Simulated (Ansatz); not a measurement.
The system is Ge.

```
CELL_PARAMETERS angstrom
1.39715 -2.60052 0.00000
1.39715 2.60052 0.00000
0.00000 0.00000 2.69823
ATOMIC_POSITIONS crystal
Ge 0.50000 0.50000 0.00000
```

This isn't the form of Ge at room conditions, which is diamond.

* Program: Ansatz 0.2.0
* Task: relaxation of cell and atoms
* Functional: revPBE
* Dispersion: D4
* Potentials or basis: Ansatz PAW
* Cutoff: 420 eV (not typed: the program's choice for these potentials)
* k mesh: 11 × 11 × 10
* Occupations: fermi-dirac, width 0.05 eV
* Spin: no spin polarisation

At the start: volume 19.61 Å³/atom.

How do energy, volume and symmetry change on relaxing?

It ends after 10 steps and the volume is 18.32 Å³/atom (-6.6 %); space group P6/mmm (No. 191, to 0.05 Å).

Step by step:
```csv
step,energy change (eV),largest force (eV/Å),volume (Å³)
1,0.0000,0.0000,19.61
2,-0.0224,0.0000,18.07
3,-0.0235,0.0000,18.32
4,-0.0237,0.0000,18.33
5,-0.0238,0.0000,18.31
6,-0.0238,0.0000,18.32
7,-0.0238,0.0000,18.32
8,-0.0238,0.0000,18.33
9,-0.0239,0.0000,18.32
10,-0.0236,0.0000,18.32
```

Final structure:
```
CELL_PARAMETERS angstrom
1.40571 -2.44174 0.00000
1.40571 2.44174 0.00000
0.00000 0.00000 2.66879
ATOMIC_POSITIONS crystal
Ge 0.50000 0.50000 0.00000
```

Caveat: the plane-wave basis is chosen anew once the cell has moved, so the energies of steps on either side of that aren't comparable; pairwise dispersion overbinds metals, which lowers pressure and volume; the PAW data sets come from PBE, with cores solved anew for the run's functional, which leaves a small shift of forces and pressure.
